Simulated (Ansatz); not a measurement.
Space group Fm-3m (No. 225). a = 6.102 Å, b = 6.102 Å, c = 6.102 Å, α = 90.00°, β = 90.00°, γ = 90.00°
```csv
atom,site,symmetry,x,y,z
Cs,4a,m-3m,0.0000,0.0000,0.0000
H,4b,m-3m,0.5000,0.0000,0.0000
```

Equation of state of this CsH structure (not necessarily the ground state), with shape and atoms relaxed at each volume where symmetry leaves them free. The calculation used Ansatz 0.2.0, DFT LDA, scalar-relativistic, plane waves, PAW.

Plane waves to 420 eV, a k mesh through Γ of 8×8×8 on the computed 2-atom cell and Gaussian smearing (0.02 eV); no spin polarisation.

```json
{"V (Å³/atom)": "26.700", "E − E(largest V) (meV/atom)": "0.08", "P (GPa)": "0.79", "gap on mesh (eV)": "1.64"}
{"V (Å³/atom)": "27.552", "E − E(largest V) (meV/atom)": "-2.93", "P (GPa)": "0.35", "gap on mesh (eV)": "1.70"}
{"V (Å³/atom)": "28.404", "E − E(largest V) (meV/atom)": "-3.77", "P (GPa)": "-0.03", "gap on mesh (eV)": "1.75"}
{"V (Å³/atom)": "29.256", "E − E(largest V) (meV/atom)": "-2.71", "P (GPa)": "-0.36", "gap on mesh (eV)": "1.81"}
{"V (Å³/atom)": "30.108", "E − E(largest V) (meV/atom)": "0.00", "P (GPa)": "-0.65", "gap on mesh (eV)": "1.85"}
```

**Question.** Fit a third-order Birch–Murnaghan equation to E(V).

**Answer.** V0 = 28.33 Å³/atom, B0 = 12 GPa, B0' = 3.7.

Spin-orbit coupling is left out, which matters for the bands of heavy elements.

Cost: 5 runs of about 0.13 core-minutes in all, on Arm Neoverse V1 (shared hosts).